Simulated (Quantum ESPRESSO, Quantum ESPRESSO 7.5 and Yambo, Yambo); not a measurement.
# SiC (Moissanite): G0W0 on several meshes in Yambo

Aim: the GW shift of SiC (Moissanite) against the k mesh.

Main program and level: Quantum ESPRESSO 7.5 and Yambo 5.3.0; PBE and many-body steps on it, plane waves.

### Step 1. Starting point

The structure is hexagonal, space group P6_3mc (No. 186). Conventional cell: a = 3.076 Å, b = 3.076 Å, c = 5.048 Å, α = 90.00°, β = 90.00°, γ = 120.00°. Nearest to Si lie 4 C at 1.88 to 1.90 Å. C has 4 Si at 1.88 to 1.90 Å nearest. Farther neighbours are not listed.

Geometry: measured (diffraction); atoms relaxed with PBE. The runs that relaxed it are not among those shown.

### Step 2. Empty states on the mesh, 3×3×4 mesh, 496 bands

This step: Quantum ESPRESSO 7.5; DFT, PBE, plane waves, norm-conserving pseudopotentials.

The sums over transitions need many empty states on a uniform mesh; this step solves for them.

The input, pw.in:

```
&control
  calculation = 'nscf'
  prefix = 'x'
  outdir = 'o'
  pseudo_dir = 'pseudo'
/
&system
  ibrav = 0
  nat = 4
  ntyp = 2
  ecutwfc = 74.0
  nbnd = 496
  force_symmorphic = .true.
/
&electrons
  conv_thr = 1e-9
  electron_maxstep = 80
  diago_full_acc = .true.
  diago_thr_init = 5e-6
/
ATOMIC_SPECIES
  Si 28.085 Si.upf
  C 12.011 C.upf
CELL_PARAMETERS angstrom
  3.0760000000 0.0000000000 0.0000000000
  -1.5380000000 2.6638941420 0.0000000000
  0.0000000000 0.0000000000 5.0480000000
ATOMIC_POSITIONS crystal
  Si 0.3333333333 0.6666666667 0.0045619064
  Si 0.6666666667 0.3333333333 0.5045619064
  C 0.3333333333 0.6666666667 0.3804380937
  C 0.6666666667 0.3333333333 0.8804380937
K_POINTS automatic
  3 3 4 0 0 0
```

The run is started by

```console
> OMP_NUM_THREADS=1 mpirun -n 4 pw.x -nk 4 -in pw.in > pw.out
```

The log of the run:

```text
Program PWSCF v.7.5 starts

     This program is part of the open-source Quantum ESPRESSO suite
     for quantum simulation of materials; please cite
         "P. Giannozzi et al., J. Phys.:Condens. Matter 21 395502 (2009);
         "P. Giannozzi et al., J. Phys.:Condens. Matter 29 465901 (2017);
         "P. Giannozzi et al., J. Chem. Phys. 152 154105 (2020);
     in publications or presentations arising from this work. More details at

     Atomic positions and unit cell read from directory:
     o/x.save/

     Message from routine setup:
[...]
k = 0.0000 0.0000-0.3047 (  2978 PWs)   bands (ev):

[...]
[... 50 further rows ...]
   284.3124 284.3124 284.3453 284.3453 284.3453 284.3453 284.7996 284.7996
   284.7996 284.7996 285.2865 285.2865 286.8900 286.8900 292.8739 292.8739

          k = 0.0000 0.3849 0.0000 (  3004 PWs)   bands (ev):

     [... further k-points ...]

     highest occupied, lowest unoccupied level (ev):     9.6509   11.9339

     XML data file, pseudopotentials, collected wavefunctions

=------------------------------------------------------------------------------=
   JOB DONE.
=------------------------------------------------------------------------------=
```

Run time: 84 s. Hardware: 4 MPI ranks of Arm Neoverse V1, shared host; peak memory 0.82 GiB.

Numbers from this step:

```yaml
gap: 2.283 eV
k_of_the_valence_top: 0, 0, 0
k_of_the_conduction_bottom: 0.3333, 0.3333, 0
least_direct_gap: 4.286 eV
k_points_computed: 10
lowest_point_of_the_top_converged_band_above_the_valence_top: 278.2527 eV
```

On this mesh the gap is 2.283 eV.

The density comes from a self-consistent run that is not shown.

### Step 3. Conversion and set-up

This step: Yambo 5.3.0; conversion and set-up on PBE, plane waves, norm-conserving pseudopotentials.

The states are converted to the many-body program's format and the q mesh is built.

The run is started by

```console
> (cd o/x.save; p2y > p2y.log; mv SAVE ../..); yambo > setup.log
```

The log of the run:

```text
 Yambo, version 5.3.0

 [02] CORE Variables Setup
 =========================

  [02.01] Unit cells
  ==================

  Cell kind             :  HCP
  Atoms in the cell     :  Si  C
  number of Si atoms    :  2
  number of C  atoms    :  2

  List of atomic masses
  Mass of Si    :  28.08500
  Mass of C     :  12.01100

  List of atomic coordinates    : [cc]
  Si1       : -0.29064E-09   3.3560      0.43518E-01  order 1
  Si2       :  2.906399  1.678010  4.813186  order 2
  C1       : -0.29064E-09   3.3560       3.6291      order 3
[...]
IBZ Q-points                                      :  10
 BZ  Q-points                                      :   36

 K/Q-points units:
 rlu = crystal or reduced units; cc = cartesian coordinates; iku = interal k-units

 Q [ 1]         [rlu]:  0.000000  0.000000  0.000000
 Q [ 2]         [rlu]:  0.000000  0.000000  0.250000
 Q [ 3]         [rlu]:  0.000000  0.000000 -0.500000
[...]
Q [ 8]         [rlu]:  0.333333  0.333333  0.250000
 Q [ 9]         [rlu]:  0.333333  0.333333 -0.500000
 Q [10]         [rlu]: -0.10530E-16 -0.33333      0.25000

  [03.01] X indexes
  =================

   [03.01.01] Sigma indexes
   ========================

 [06] Game Over & Game summary
```

Elapsed: 2.1 s, on 1 MPI rank; peak memory 0.23 GiB.

### Step 4. 3×3×4

Now the one-shot GW correction: screening in the RPA, then the self-energy of the levels asked for.

This step: G0W0 on PBE, plane waves, norm-conserving pseudopotentials.

The input, gw2.in:

```
HF_and_locXC
gw0
dyson
ppa
em1d
rim_cut
RandQpts= 1000000
RandGvec= 1 RL
EXXRLvcs= 74 Ry
VXCRLvcs= 296 Ry
Chimod= "HARTREE"
% BndsRnXp
 1 | 207 |
%
NGsBlkXp= 17 Ry
% LongDrXp
 1 | 1 | 1 |
%
% GbndRnge
 1 | 207 |
%
DysSolver= "n"
ExtendOut
PPAPntXp= 27.21138 eV
% QPkrange
 1 | 1 | 7 | 10 |
 7 | 7 | 7 | 10 |
 4 | 4 | 7 | 10 |
%
```

The run is started by

```console
> OMP_NUM_THREADS=1 mpirun -n 4 yambo -F gw2.in -J gw2 -C gw2 > gw2.log
```

The log of the run:

```text
 Yambo, version 5.3.0

 [02] CORE Variables Setup
 =========================

  [... cell, symmetries and grids as in the set-up ...]

  [02.05] Energies & Occupations
  ==============================

  [X] === General ===
  [X] Electronic Temperature                        :  0.000000  0.000000 [eV K]
  [X] Bosonic    Temperature                        :  0.000000  0.000000 [eV K]
  [X] Finite Temperature mode                       : no
  [X] El. density                                   :  0.38681E+24 [cm-3]
  [X] Fermi Level                                   :  9.650849 [eV]

  [X] === Gaps and Widths ===
  [X] Conduction Band Min                           :  2.283037 [eV]
  [X] Valence Band Max                              :  0.000000 [eV]
  [X] Filled Bands                                  :   8
  [X] Empty Bands                                   :     9   496
  [X] Direct Gap                                    :  4.286464 [eV]
  [X] Direct Gap localized at k                     :   4
  [X] Indirect Gap                                  :  2.283037 [eV]
  [X] Indirect Gap between kpts                     :   1   7
  [X] Last valence band width                       :  3.832875 [eV]
  [X] 1st conduction band width                     :  3.608972 [eV]

 [03] Transferred momenta grid and indexing
 ==========================================

 IBZ Q-points                                      :  10
 BZ  Q-points                                      :   36

 K/Q-points units:
 rlu = crystal or reduced units; cc = cartesian coordinates; iku = interal k-units

 Q [ 1]         [rlu]:  0.000000  0.000000  0.000000
 Q [ 2]         [rlu]:  0.000000  0.000000  0.250000
 Q [ 3]         [rlu]:  0.000000  0.000000 -0.500000
 Q [ 4]         [rlu]:  0.10530E-16  0.33333       0.0000
 Q [ 5]         [rlu]:  0.10530E-16  0.33333      0.25000
 Q [ 6]         [rlu]:  0.10530E-16  0.33333     -0.50000
 Q [ 7]         [rlu]:  0.333333  0.333333  0.000000
 Q [ 8]         [rlu]:  0.333333  0.333333  0.250000
 Q [ 9]         [rlu]:  0.333333  0.333333 -0.500000
 Q [10]         [rlu]: -0.10530E-16 -0.33333      0.25000

 [04] Coloumb potential Random Integration (RIM)
 ===============================================

  [04.01] RIM initialization
  ==========================

  * Diagonal components only detected *

  8 x (sBL volume)        :  0.197473 [a.u.]
  sBZ random points       :  1000000
  Points outside the sBZ  :   7980387
  RL volume               :  0.888629 [a.u.]
  Integrated volume       :  0.890813 [a.u.]

  [04.02] RIM integrals
  =====================

  Gamma point sphere radius             :  0.105630 [a.u.]
  Points outside the sphere             :   813512
  [Int_sBZ(q=0) 1/q^2]*(Vol_sBZ)^(-1/3) =:  7.220721
                                 should be <:  7.795600

  Summary of Coulomb integrals for non-metallic bands |Q|[au] RIM/Bare

  Q [1] 0.100000E-4 0.926256 * Q [2] 0.164665 0.633513
  Q [3] 0.329330 0.866147 * Q [4] 0.416047 1.148303
  Q [5] 0.447448 1.092121 * Q [10] 0.447448 1.090956
  Q [6] 0.530616 1.026046 * Q [7] 0.720615 1.047175
  Q [8] 0.739189 1.040740 * Q [9] 0.792303 1.027473

 [WARNING] [Xp] User bands 1-207 break level degeneracy

 [05] Dipoles
 ============

  [05.01] Setup: observables and procedures
  =========================================

  [WARNING] [x,Vnl] slows the Dipoles computation. To neglect it rename the ns.kb_pp file

 [06] Dynamic Dielectric Matrix (PPA)
 ====================================

 [WR./gw2//ndb.pp]---------------------------------------------------------------
  Brillouin Zone Q/K grids (IBZ/BZ)                :   10   36   10   36
  RL vectors                                       :   3863 [WF]
  Coulomb cutoff potential                         : none
  Electronic Temperature                           :  0.000000 [K]
  Bosonic    Temperature                           :  0.000000 [K]
  PPA    diel. fun.  energies                      : Perdew, Burke & Ernzerhof(X)+Perdew, Burke & Ernzerhof(C)
  wavefunctions                                    : Perdew, Burke & Ernzerhof(X)+Perdew, Burke & Ernzerhof(C)
  Global Gauge                                     : length
  X matrix size                                    :   325
  X band range                                     :    1  207
  X e/h energy range                               : -1.000000 -1.000000 [eV]
  X Time ordering                                  : R
  X Hxc Kernel                                     : HARTREE
  X Drude frequency                                :  0.000000  0.000000
  X poles                                          :  100.0000 [o/o]
  RL vectors in the sum                            :   3863
  [r,Vnl] included                                 : yes
  Field direction                                  :  0.577350E-5  0.577350E-5  0.577350E-5
  BZ energy Double Grid                            : no
  BZ energy DbGd points                            : 0
  BZ Q point size factor                           : -1.000000
  X Optical Averaged directions                    : none

 [07] Local Exchange-Correlation + Non-Local Fock
 ================================================

 [VXC] Plane waves :  23969
 [EXS] Plane waves :  3009

 QP @ state[ 1 ] K range:  1  1
 QP @ state[ 1 ] b range:   7  10
 QP @ state[ 2 ] K range:   4   4
 QP @ state[ 2 ] b range:   7  10
 QP @ state[ 3 ] K range:   7   7
 QP @ state[ 3 ] b range:   7  10

 [xc] Functional : Perdew, Burke & Ernzerhof(X)+Perdew, Burke & Ernzerhof(C)
 [xc] LIBXC used to calculate xc functional
  PP Number of Atomic Species                      :  2
  NLCC RL compoments                               :  23969
  PP Number of Atomic Species                      :  2
  NLCC RL compoments                               :  23969

 [xc] E_xc :  -6.119829 [Ha]
      E_xc :  -12.23966 [Ry]

  Local XC kind (lXC) : Perdew, Burke & Ernzerhof(X)+Perdew, Burke & Ernzerhof(C)
  Non-Local XC kind (nlXC) : Hartree-Fock

  Corrections @ K [1] :  [eV]
 <7|nlXC|7> = -17.88872 -0.78240E-17 <7|lXC|7> = -15.06937 -0.18882E-15
 <8|nlXC|8> = -17.88813  0.15773E-16 <8|lXC|8> = -15.06937  0.18882E-15
 <9|nlXC|9> = -6.641639 -0.38327E-17 <9|lXC|9> = -12.10368  0.000000
 <10|nlXC|10> = -7.141519 -0.40121E-17 <10|lXC|10> = -12.78151  0.37763E-15

  Corrections @ K [4] :  [eV]
 <7|nlXC|7> = -16.71616  0.48470E-19 <7|lXC|7> = -13.76423  0.94408E-16
 <8|nlXC|8> = -17.80459 -0.91047E-17 <8|lXC|8> = -14.65947 -0.37763E-15
[...]
Corrections @ K [7] :  [eV]
[...]
<8|nlXC|8> = -16.97495  0.80779E-17 <8|lXC|8> = -13.14519 -0.47204E-16
 <9|nlXC|9> = -5.490164 -0.53753E-18 <9|lXC|9> = -9.853741  0.000000
 <10|nlXC|10> = -6.330252  0.24215E-17 <10|lXC|10> = -12.28319 -0.47204E-16

 [08] Dyson equation: Newton solver
 ==================================

  [08.01] G0W0 (W PPA)
  ====================

  [  GW  ] Bands range     :    1  207
  [GW/PPA] G damping       :  0.100000 [eV]

  QP @ state[ 1 ] K range:  1  1
  QP @ state[ 1 ] b range:   7  10
  QP @ state[ 2 ] K range:   4   4
  QP @ state[ 2 ] b range:   7  10
  QP @ state[ 3 ] K range:   7   7
  QP @ state[ 3 ] b range:   7  10

   Sc/G bands                                       :    1  207
   Sc/G damping                                     :  0.100000 ev
   Sc bands terminator                              : no
   Sx RL components                                 :  3009

   QP @ state[ 1 ] K range                          :  1  1
   QP @ state[ 1 ] b range                          :   7  10
   QP @ state[ 2 ] K range                          :   4   4
   QP @ state[ 2 ] b range                          :   7  10
   QP @ state[ 3 ] K range                          :   7   7
   QP @ state[ 3 ] b range                          :   7  10
   GF energies kind                                 : Perdew, Burke & Ernzerhof(X)+Perdew, Burke & Ernzerhof(C)
   GF WF`s kind                                     : Perdew, Burke & Ernzerhof(X)+Perdew, Burke & Ernzerhof(C)
   Xs energies kind                                 : Perdew, Burke & Ernzerhof(X)+Perdew, Burke & Ernzerhof(C)
   Xs WF`s kind                                     : Perdew, Burke & Ernzerhof(X)+Perdew, Burke & Ernzerhof(C)

 [11] Game Over & Game summary
```

Elapsed: 2.5 min, on 4 MPI ranks; peak memory 1.7 GiB.

Numbers from this step:

| Item | Value |
| --- | --- |
| G0W0 gap on the points computed | 3.014 eV |
| starting gap on the mesh | 2.283 eV |
| k of the valence top | 0, 0, 0 |
| k of the conduction bottom | 0.3333, 0.3333, 0 |
| least direct G0W0 gap on the computed points | 5.236 eV |
| Z at the valence top | 0.7951 |
| Z at the conduction bottom | 0.8274 |

The gap on the mesh goes from 2.28 eV to 3.01 eV, a correction of +0.73 eV.

### Step 5. Empty states on the mesh, 3×3×2 mesh, 207 bands

This step: Quantum ESPRESSO 7.5; DFT, PBE, plane waves, norm-conserving pseudopotentials.

pw.in, as its differences from that of step 2:

```diff
@@ -11,3 +11,3 @@
   ecutwfc = 74.0
-  nbnd = 496
+  nbnd = 207
   force_symmorphic = .true.
@@ -33,2 +33,2 @@
 K_POINTS automatic
-  3 3 4 0 0 0
+  3 3 2 0 0 0
```

The run is started by

```console
> OMP_NUM_THREADS=1 mpirun -n 4 pw.x -nk 4 -in pw.in > pw.out
```

The log of the run:

```text
[banner, memory and clock lines left out]
Program PWSCF v.7.5 starts

     Atomic positions and unit cell read from directory:
     o/x.save/

     Message from routine setup:
     using ibrav=0 with symmetry is DISCOURAGED, use correct ibrav instead

     G-vector sticks info

     bravais-lattice index     =            0
     lattice parameter (alat)  =       5.8128  a.u.
     unit-cell volume          =     279.1382 (a.u.)^3
     number of atoms/cell      =            4
     number of atomic types    =            2
     number of electrons       =        16.00
[...]
[... 14 further rows ...]
[...]
153.7479 153.7479 155.9009 155.9009 155.9009 155.9009 157.9434

          k = 0.0000 0.3849 0.0000 (  3004 PWs)   bands (ev):

[...]
75.3394  76.0602  77.1872  77.4695  78.0013  78.4553  79.0442  80.6359
     [... 14 further rows ...]
   153.6662 154.2211 154.3780 154.8968 155.7624 156.3531 156.8851 157.2642
   157.9595 158.1567 158.1892 159.0439 159.2459 159.8384 160.0282

          k = 0.0000 0.3849-0.3047 (  2994 PWs)   bands (ev):

     [... further k-points ...]

     highest occupied, lowest unoccupied level (ev):     9.6509   11.9339

     XML data file, pseudopotentials, collected wavefunctions
```

Elapsed: 12 s, on 4 MPI ranks; peak memory 0.41 GiB.

Numbers from this step:

| Item | Value |
| --- | --- |
| gap | 2.283 eV |
| k of the valence top | 0, 0, 0 |
| k of the conduction bottom | 0.3333, 0.3333, 0 |
| least direct gap | 4.286 eV |
| k points computed | 6 |
| lowest point of the top converged band, above the valence top | 148.2925 eV |

On this mesh the gap is 2.283 eV.

### Step 6. Conversion and set-up

This step: Yambo 5.3.0; conversion and set-up on PBE, plane waves, norm-conserving pseudopotentials.

The run is started by

```console
> (cd o/x.save; p2y > p2y.log; mv SAVE ../..); yambo > setup.log
```

The log of the run:

```text
 Yambo, version 5.3.0

 [02] CORE Variables Setup
 =========================

  [02.01] Unit cells
  ==================

  Cell kind             :  HCP
  Atoms in the cell     :  Si  C
  number of Si atoms    :  2
  number of C  atoms    :  2

  List of atomic masses
  Mass of Si    :  28.08500
  Mass of C     :  12.01100

  List of atomic coordinates    : [cc]
  Si1       : -0.29064E-09   3.3560      0.43518E-01  order 1
  Si2       :  2.906399  1.678010  4.813186  order 2
  C1       : -0.29064E-09   3.3560       3.6291      order 3
[...]
IBZ Q-points                                      :   6
 BZ  Q-points                                      :  18

 K/Q-points units:
 rlu = crystal or reduced units; cc = cartesian coordinates; iku = interal k-units

 Q [1]          [rlu]:  0.000000  0.000000  0.000000
 Q [2]          [rlu]:  0.000000  0.000000 -0.500000
 Q [3]          [rlu]:  0.10530E-16  0.33333       0.0000
 Q [4]          [rlu]:  0.10530E-16  0.33333     -0.50000
 Q [5]          [rlu]:  0.333333  0.333333  0.000000
 Q [6]          [rlu]:  0.333333  0.333333 -0.500000

  [03.01] X indexes
  =================

   [03.01.01] Sigma indexes
   ========================

 [06] Game Over & Game summary
```

It took 2 s on 1 MPI rank; peak memory 0.23 GiB.

(Part 1 of 2 ends here.)

[Paths, hosts, dates, memory and timing lines, banners, echoed tables and standing remarks are left out of the program output.]

[Logs are printed without paths, hosts, clocks, repeated set-up lines and the standing remarks that a program may print on its own settings, such as how far it seeks lower states.]

[Runs of the session that timed out or met a known fault of the program may be left out.]

[Hosts, paths, dates, database ids (printed as entryN), source tags and the programs' standing remarks are cut or masked in the printed files.]
